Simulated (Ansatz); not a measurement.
**Moving the functional in Ca**

The cell as given:

```
Ca
1.0
    -2.24000    2.24000    2.24000
     2.24000   -2.24000    2.24000
     2.24000    2.24000   -2.24000
Ca
1
Direct
  0.00000 0.00000 0.00000
```

This isn't the form of Ca at room conditions, which is fcc.

The cell was measured well above room temperature.

Kept alike: task relaxation of cell and atoms; k mesh 8 × 8 × 8; occupations fermi-dirac, width 0.05 eV; no spin polarisation. Program: Ansatz, Ansatz PAW. Cutoffs run from 420 to 500 eV. The mesh is that of the run's cell of 1 atom. No spin-orbit coupling.

| run | volume (Å³/atom) |
| --- | --- |
| A | 43.314 |
| B | 42.125 |
| C | 40.402 |

The relaxations keep at least the cell's symmetry (Im-3m). For a metal such a mesh leaves the last digits unconverged. Relaxations stop with a little pressure left, so the last digits of a volume or edge aren't settled. Runs of this series that gave no sound value for these columns are left out. All rows use potentials made for PBE.

Task: The runs differ in the functional (and the cutoff that goes with it) alone: BLYP; PBEsol; r2SCAN. Which run is which?

Result: Run A is r2SCAN; run B is BLYP; run C is PBEsol. The volume runs from 40.402 (PBEsol) to 43.314 Å³/atom (r2SCAN).
